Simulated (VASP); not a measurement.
# V (P6_3/mmc) in VASP: notebook

The runs below take V through single point, with PBE.

Everything below comes from runs of VASP 6.6.1. Logs are shortened: lines on timing, memory, paths and dates and some standing lists are left out, and cuts for length are marked.

## Step 1: The crystal as given

The structure is hexagonal, space group P6_3/mmc (No. 194). The conventional cell has a = 2.604 Å, b = 2.604 Å, c = 4.723 Å, α = 90.00°, β = 90.00°, γ = 120.00°. V (site symmetry -6m2) has 12 V at 2.60 to 2.80 Å as nearest neighbours.

This isn't the form of V at room conditions, which is bcc.

## Step 2: Single point, PBE, collinear spin, ferromagnetic start

INCAR

```
  PREC = Accurate
  ENCUT = 460
  EDIFF = 1E-6
  ISMEAR = 1
  SIGMA = 0.1
  LREAL = F
  LASPH = T
  NELM = 100
  ALGO = Normal
  ISIF = 2
  LWAVE = F
  LCHARG = F
  ISPIN = 2
  MAGMOM = 2 2
  LORBIT = 11
  LMAXMIX = 4
  GGA = PE
  ADDGRID = F
```

KPOINTS

```
Automatic mesh
0
Gamma
  18 18 9
```

POSCAR

```
V
1.0
    2.6042941027      0.0000000000      0.0000000000
   -1.3021470513      2.2553848518      0.0000000000
    0.0000000000      0.0000000000      4.7233360000
V
2
Direct
    0.3333333333      0.6666666667      0.2500000000
    0.6666666667      0.3333333333      0.7500000000
```

Potentials or basis: VASP PAW PBE potentials, release 64 (V_sv).

The run is started by

```bash
$ cat potpaw_PBE.64/V_sv/POTCAR > POTCAR
$ mpirun -np 1 vasp_std > vasp.out
```

OUTCAR:

```text
PREC = Accurate
   ENCUT = 460
   EDIFF = 1E-6
   ISMEAR = 1
   LREAL = F
   LASPH = T
   NELM = 100
   ISIF = 2
   ISPIN = 2
   LORBIT = 11
   GGA = PE

 Found    185 irreducible k-points:

 Following reciprocal coordinates:
            Coordinates               Weight
  0.000000  0.000000  0.000000      1.000000
  0.055556 -0.000000  0.000000      6.000000
  0.111111 -0.000000  0.000000      6.000000
  0.166667 -0.000000  0.000000      6.000000
  0.222222 -0.000000  0.000000      6.000000
  0.277778 -0.000000  0.000000      6.000000
   k-points           NKPTS =    185   k-points in BZ     NKDIM =    185   number of bands    NBANDS=     19
   number of dos      NEDOS =    301   number of ions     NIONS =      2
   total plane-waves  NPLWV =  11664
   dimension x,y,z NGX =    18 NGY =   18 NGZ =   36
   dimension x,y,z NGXF=    36 NGYF=   36 NGZF=   72
   ions per type =               2
   NGX,Y,Z   is equivalent  to a cutoff of  11.49, 11.49, 12.67 a.u.
   NGXF,Y,Z  is equivalent  to a cutoff of  22.98, 22.98, 25.34 a.u.
 SYSTEM =  unknown system
   PREC   = accura    normal or accurate (medium, high low for compatibility)
   ISTART =      0    job   : 0-new  1-cont  2-samecut
   ICHARG =      2    charge: 1-file 2-atom 10-const
   ISPIN  =      2    spin polarized calculation?
   LNONCOLLINEAR =      F non collinear calculations
   LSORBIT =      F    spin-orbit coupling
   LASPH  =      T    aspherical Exc in radial PAW
   ENCUT  =  460.0 eV  33.81 Ry    5.81 a.u.   4.55  4.55  8.26*2*pi/ulx,y,z
   NELM   =    100;   NELMIN=  2; NELMDL= -5     # of ELM steps
   EDIFF  = 0.1E-05   stopping-criterion for ELM
   LREAL  =      F    real-space projection
   EDIFFG = 0.1E-04   stopping-criterion for IOM
   NSW    =      0    number of steps for IOM
   IBRION =     -1    ionic relax: 0-MD 1-quasi-New 2-CG
   NFREE  =      0    steps in history (QN), initial steepest desc. (CG)
   ISIF   =      2    stress and relaxation
   ISYM   =      2    0-nonsym 1-usesym 2-fastsym
   POTIM  = 0.5000    time-step for ionic-motion
   TEBEG  =    0.0;   TEEND  =   0.0 temperature during run
   PSTRESS=    0.0 pullay stress
   NELECT =      26.0000    total number of electrons
   NUPDOWN=      -1.0000    fix difference up-down
   EMIN   =  10.00;   EMAX   =-10.00  energy-range for DOS
   EFERMI =   0.00;   METHOD = LEGACY
   ISMEAR =     1;   SIGMA  =   0.10  broadening in eV -4-tet -1-fermi 0-gaus
   EFERMI_NEDOS =   21; number of points for ismear=-14 and -15
   IALGO  =     38    algorithm
   IMIX   =      4    mixing-type and parameters
     AMIX     =   0.40;   BMIX     =  1.00
     AMIX_MAG =   1.60;   BMIX_MAG =  1.00
  volume/ion in A,a.u.               =      13.87        93.61
  Fermi-wavevector in a.u.,A,eV,Ry     =   1.602062  3.027459 34.920768  2.566604
  Thomas-Fermi vector in A             =   2.698942
   LORBIT       =     11    0 simple, 1 ext, 2 COOP (PROOUT), +10 PAW based schemes
   GGA     = PE    functional components
   LHFCALC =     F    Hartree Fock is set to
   AEXX    =    0.0000 exact exchange contribution
   IVDW    =     0    specifies the selected vdW correction
   LEPSILON=     F    determine dielectric tensor
   LRPA    =     F    only Hartree local field effects (RPA)
 spin polarized calculation
 Methfessel and Paxton  Order N= 1 SIGMA  =   0.10
  energy-cutoff  :      460.00
  volume of cell :       27.74
 maximum number of plane-waves:       647
   NGX =  9   NGY =  9   NGZ = 17

 number of electron      25.9999996 magnetization       0.0045107

 number of electron      25.9999996 magnetization      -0.0007699

 Free energy of the ion-electron system (eV)
  ---------------------------------------------------
  ext. energy  EPLUGINS =         0.00000000
  ---------------------------------------------------
  free energy    TOTEN  =       -17.47773704 eV

  energy without entropy =      -17.47804583  energy(sigma->0) =      -17.47783997

 E-fermi :   9.7026     XC(G=0): -12.7278

 val. band max:        9.7024253576   @ k =   0.4444   0.1111   0.2222
 cond. band min:       9.7123689325   @ k =   0.1111  -0.0000   0.3333
 fundamental gap:      0.0099435749
 Fermi energy:         9.7026167330

 spin component 1

 k-point     1 :       0.0000    0.0000    0.0000
  band No.  band energies     occupation
      1     -54.3310      1.00000
      2     -54.2243      1.00000
      3     -28.4321      1.00000
      4     -27.8005      1.00000
      5     -27.6631      1.00000
      6     -27.6631      1.00000
[... 11 lines left out ...]
     18      11.5263     -0.00000
     19      12.5685      0.00000

 k-point     2 :       0.0556   -0.0000    0.0000
  band No.  band energies     occupation
      1     -54.3255      1.00000
      2     -54.2203      1.00000
      3     -28.4241      1.00000
      4     -27.8011      1.00000
      5     -27.6894      1.00000
      6     -27.6701      1.00000
[... 11 lines left out ...]
     18      11.4754     -0.00000
     19      12.5835      0.00000

 k-point     3 :       0.1111   -0.0000    0.0000
  band No.  band energies     occupation
      1     -54.3094      1.00000
      2     -54.2084      1.00000
      3     -28.3994      1.00000
      4     -27.8024      1.00000
      5     -27.7649      1.00000
      6     -27.7090      1.00000
[... 11 lines left out ...]
     18      11.3393     -0.00000
     19      12.6168      0.00000

 k-point     4 :       0.1667   -0.0000    0.0000
  band No.  band energies     occupation
      1     -54.2846      1.00000
      2     -54.1906      1.00000
      3     -28.3609      1.00000
      4     -27.8808      1.00000
      5     -27.8241      1.00000
      6     -27.8057      1.00000
[... 11 lines left out ...]
     18      11.1521     -0.00000
     19      12.6484      0.00000

 k-point     5 :       0.2222   -0.0000    0.0000
  band No.  band energies     occupation
      1     -54.2537      1.00000
      2     -54.1689      1.00000
      3     -28.3112      1.00000
      4     -28.0228      1.00000
      5     -27.9622      1.00000
      6     -27.8118      1.00000
[... 11 lines left out ...]
     18      11.4065     -0.00000
     19      12.6672      0.00000

 k-point     6 :       0.2778   -0.0000    0.0000
  band No.  band energies     occupation
      1     -54.2199      1.00000
      2     -54.1463      1.00000
      3     -28.2543      1.00000
      4     -28.1730      1.00000
      5     -28.1059      1.00000
      6     -27.8221      1.00000
[... 11 lines left out ...]
     18      11.9045      0.00000
     19      12.6719      0.00000

 [... further k-points ...]

 spin component 2

 k-point     1 :       0.0000    0.0000    0.0000
  band No.  band energies     occupation
      1     -54.3313      1.00000
      2     -54.2246      1.00000
      3     -28.4324      1.00000
      4     -27.8008      1.00000
      5     -27.6633      1.00000
      6     -27.6633      1.00000
[... 11 lines left out ...]
     18      11.5261     -0.00000
     19      12.5683      0.00000

 k-point     2 :       0.0556   -0.0000    0.0000
  band No.  band energies     occupation
      1     -54.3258      1.00000
      2     -54.2205      1.00000
      3     -28.4243      1.00000
      4     -27.8014      1.00000
      5     -27.6896      1.00000
      6     -27.6703      1.00000
[... 11 lines left out ...]
     18      11.4751     -0.00000
     19      12.5833      0.00000

 k-point     3 :       0.1111   -0.0000    0.0000
  band No.  band energies     occupation
      1     -54.3097      1.00000
      2     -54.2087      1.00000
      3     -28.3997      1.00000
      4     -27.8026      1.00000
      5     -27.7652      1.00000
      6     -27.7092      1.00000
[... 11 lines left out ...]
     18      11.3391     -0.00000
     19      12.6166      0.00000

 k-point     4 :       0.1667   -0.0000    0.0000
  band No.  band energies     occupation
      1     -54.2849      1.00000
      2     -54.1908      1.00000
      3     -28.3611      1.00000
      4     -27.8810      1.00000
      5     -27.8243      1.00000
      6     -27.8059      1.00000
[... 11 lines left out ...]
     18      11.1518     -0.00000
     19      12.6482      0.00000

 k-point     5 :       0.2222   -0.0000    0.0000
  band No.  band energies     occupation
      1     -54.2540      1.00000
      2     -54.1692      1.00000
      3     -28.3115      1.00000
      4     -28.0231      1.00000
      5     -27.9624      1.00000
      6     -27.8121      1.00000
[... 11 lines left out ...]
     18      11.4062     -0.00000
     19      12.6670      0.00000

 k-point     6 :       0.2778   -0.0000    0.0000
  band No.  band energies     occupation
      1     -54.2202      1.00000
      2     -54.1466      1.00000
      3     -28.2546      1.00000
      4     -28.1732      1.00000
      5     -28.1061      1.00000
      6     -27.8224      1.00000
[... 11 lines left out ...]
     18      11.9043      0.00000
     19      12.6717      0.00000

 [... further k-points ...]
[... 5 lines left out ...]
  --------------------------------------------------------------------------------------
  -------------------------------------------------------------------------------------
  Total       -0.0308690     -0.0308690     -0.3848970     -0.0000000      0.0000000      0.0000000
  in kB       -1.7826795     -1.7826795    -22.2277547     -0.0000000      0.0000000      0.0000000
  external PRESSURE =      -8.5977046 kB  Pullay stress =       0.0000000 kB

 VOLUME and BASIS-vectors are now :
 -----------------------------------------------------------------------------
  energy-cutoff  :      460.00
  volume of cell :       27.74
      direct lattice vectors                 reciprocal lattice vectors
     2.604294103  0.000000000  0.000000000     0.383981210  0.221691655  0.000000000
    -1.302147051  2.255384852  0.000000000     0.000000000  0.443383310  0.000000000
     0.000000000  0.000000000  4.723336000     0.000000000  0.000000000  0.211714771

 POSITION                                       TOTAL-FORCE (eV/Angst)
 -----------------------------------------------------------------------------------
     -0.00000      1.50359      1.18083        -0.000000      0.000000      0.000000
      1.30215      0.75179      3.54250         0.000000     -0.000000      0.000000
 -----------------------------------------------------------------------------------
    total drift:                                0.000000     -0.000000      0.000000

  FREE ENERGIE OF THE ION-ELECTRON SYSTEM (eV)
  ---------------------------------------------------
  free  energy   TOTEN  =       -17.4777370410 eV

  energy  without entropy=      -17.4780458262  energy(sigma->0) =      -17.47783997

 total charge

# of ion       s       p       d       tot
------------------------------------------
    1        2.343   6.210   3.075  11.628
    2        2.343   6.210   3.075  11.628
--------------------------------------------------
tot          4.686  12.421   6.149  23.256

 magnetization (x)

# of ion       s       p       d       tot
------------------------------------------
    1       -0.000  -0.000  -0.000  -0.000
    2       -0.000  -0.000  -0.000  -0.000
--------------------------------------------------
tot         -0.000  -0.000  -0.000  -0.000
```

It took 99 s on 1 thread of Intel Xeon Platinum 8488C (Sapphire Rapids), shared host; peak memory 0.22 GiB.

These settings aren't checked as converged: the numbers below hold their error.

What came out:

```
Free energy                                           : -17.4777 eV
Pressure                                              : -0.9 GPa
Band gap on the k mesh                                : none (metal or under the smearing width)
Net moment                                            : 0.00 μB per cell
Valence electrons inside the program's atomic spheres : V 11.63
```

## Step 3: Single point, PBE, collinear spin, ferromagnetic start

INCAR is that of step 2.

KPOINTS is that of step 2.

POSCAR

```
V
1.0
    2.6042941027      0.0000000000      0.0000000000
   -1.3021470513      2.2553848518      0.0000000000
    0.0000000000      0.0000000000      4.7233360000
V
2
Direct
    0.3610050000      0.6924900000      0.2406650000
    0.6997010000      0.3498080000      0.7667620000
```

Potentials or basis: VASP PAW PBE potentials, release 64 (V_sv).

The run is started by

```bash
$ cat potpaw_PBE.64/V_sv/POTCAR > POTCAR
$ mpirun -np 1 vasp_std > vasp.out
```

It took 13 min on 1 thread of Intel Xeon Platinum 8488C (Sapphire Rapids), shared host; peak memory 0.88 GiB.

These settings aren't checked as converged: the numbers below hold their error.

What came out:

```
Free energy                                           : -17.4060 eV
Pressure                                              : 0.5 GPa
Largest force                                         : 1.187 eV/Å
Band gap on the k mesh                                : none (metal or under the smearing width)
Net moment                                            : 0.00 μB per cell
Valence electrons inside the program's atomic spheres : V 11.64
```

[end of part 1 of 2]
